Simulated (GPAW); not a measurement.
Crystal: TiCo.

```
Co Ti
1.0
     2.98611    0.00000    0.00000
     0.00000    2.98611    0.00000
     0.00000    0.00000    2.98611
Co Ti
1 1
Direct
  0.50000 0.50000 0.50000
  0.00000 0.00000 0.00000
```

The cell comes from a database or a generator and needn't be the stable form of this composition.

| Property | Result |
| --- | --- |
| Program | GPAW 26.7.0 |
| Task | relaxation of cell and atoms |
| Functional | PBEsol |
| Dispersion | D4 |
| Potentials or basis | PAW data sets generated in the run's folder for this functional |
| Cutoff | 600 eV |
| Basis | pw |
| k mesh | 9 × 9 × 9 |
| Occupations | fermi-dirac, width 0.05 eV |
| Spin | collinear spin, ferromagnetic start |
| Starting moments | [2.0, 1.0] μB |

At the start: pressure -10.5 GPa; volume 13.31 Å³/atom.

**Question.** How do energy, volume and symmetry change on relaxing?

**Answer.** Over 4 steps the energy falls by 21.9 meV/atom and the volume is 12.53 Å³/atom (-5.9 %); space group Pm-3m (No. 221, to 0.05 Å); moment 0.58 μB per cell.

Step by step:
```tsv
step	energy change (eV)	largest force (eV/Å)	pressure (GPa)	volume (Å³)
1	0.0000	0.0000	-10.46	26.63
2	-0.0245	0.0000	-7.60	26.14
3	-0.0428	0.0000	0.76	24.95
4	-0.0438	0.0000	-0.04	25.05
```

Final structure:
```cif
data_structure
_symmetry_space_group_name_H-M 'P 1'
_symmetry_Int_Tables_number 1
_cell_length_a 2.9260
_cell_length_b 2.9260
_cell_length_c 2.9260
_cell_angle_alpha 90.000
_cell_angle_beta 90.000
_cell_angle_gamma 90.000
_cell_volume 25.05
loop_
_atom_site_label
_atom_site_type_symbol
_atom_site_fract_x
_atom_site_fract_y
_atom_site_fract_z
_atom_site_occupancy
Co1 Co 0.50000 0.50000 0.50000 1
Ti1 Ti 0.00000 0.00000 0.00000 1
```

Caveat: each step starts from the last one's moments, so a moment once lost doesn't come back; later steps reuse the first step's grids; pairwise dispersion overbinds metals, which lowers pressure and volume.
